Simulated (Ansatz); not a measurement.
BeS, DFT, PBE, all-electron LAPW, scalar-relativistic (Ansatz 0.2.0), run on 1 thread of AMD EPYC 7R43 64-Core Processor (Zen 3) on a shared host.

The cell was built from the zincblende type and relaxed in the same program; it needn't be a known or the stable phase. The listed cell was then made from it by scaling, straining or moving an atom.

Command: `ansatz run input.yaml --threads 1 --pin off --max-ram 2048MiB --backend cpu --events-out ev --progress --plain --runs-dir out`

```yaml
crystal:
  lattice:
    - [0.0, 2.421292316, 2.421292316]
    - [2.421292316, 0.0, 2.421292316]
    - [2.421292316, 2.421292316, 0.0]
  atoms:
    - { symbol: Be, position: [0.0, 0.0, 0.0] }
    - { symbol: S, position: [0.25, 0.25, 0.25] }
kpoints:
  mp_grid: { grid: [12, 12, 12] }
scf:
  occupations: { method: fermi_dirac, width: 0.05 }
hamiltonian:
  xc: pbe
  pseudopotentials: { kind: all_electron, lapw: { basis_error: 0.001 } }
output:
  forces: true
  stress: true
  eigenvalues: true
```

Problem. How large is the problem that the program sets up?

Solution. 72 irreducible k-points, 229 plane waves at Γ, 13 bands.

Problem. Estimate the wall time and the peak memory.

Solution. 6.3 s of wall time for 6 SCF iterations, with a peak of 0.28 GiB. Times on shared machines scatter by tens of per cent.
